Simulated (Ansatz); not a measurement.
## Sr: from a trial structure to a relaxed crystal

Level of theory: DFT PBE, scalar-relativistic, plane waves, PAW in Ansatz. Cutoff 420 eV, Γ-centred k mesh, Gaussian smearing, no spin polarisation in the final step.

The start puts Sr on the samarium (9R) structure type (R-3m, No. 166), at a guessed volume.

```yaml
crystal:
  lattice:
    - [2.28275, 1.31795, 11.03240]
    - [-2.28275, 1.31795, 11.03240]
    - [0.00000, -2.63590, 11.03240]
  atoms:
    - { symbol: Sr, position: [0.00000, 0.00000, 0.00000] }
    - { symbol: Sr, position: [0.22222, 0.22222, 0.22222] }
    - { symbol: Sr, position: [0.77778, 0.77778, 0.77778] }
```

Cell and atoms relax at zero pressure; the relaxation can't lower the symmetry of the start.

(1) What does it relax into?

(2) What are its volume, density and gap?

Answers

(1) It keeps R-3m (No. 166). The result has the samarium (9R) structure. Conventional cell: a = 4.268 Å, c = 31.439 Å. Around Sr on Wyckoff site a (1 atom of the primitive cell) lie 12 Sr at 4.27 Å; around Sr on Wyckoff site c (2 atoms of the primitive cell) lie 12 Sr at 4.27–4.28 Å.

```xyz
3
Lattice="2.1339 1.2320 10.4797 -2.1339 1.2320 10.4797 0.0000 -2.4640 10.4797" Properties=species:S:1:pos:R:3 pbc="T T T"
Sr    0.0000    0.0000    0.0000
Sr    0.0000    0.0000    6.9910
Sr    0.0000    0.0000   24.4482
```

(2) The volume per atom is 55.10 Å³. The density is 2.64 g/cm³. The gap on the 12×12×12 mesh is 0 eV (a metal).

The final run used a 12×12×12 mesh on its 3-atom cell and 0.10 eV smearing. A structure relaxed within its symmetry needn't be a true minimum.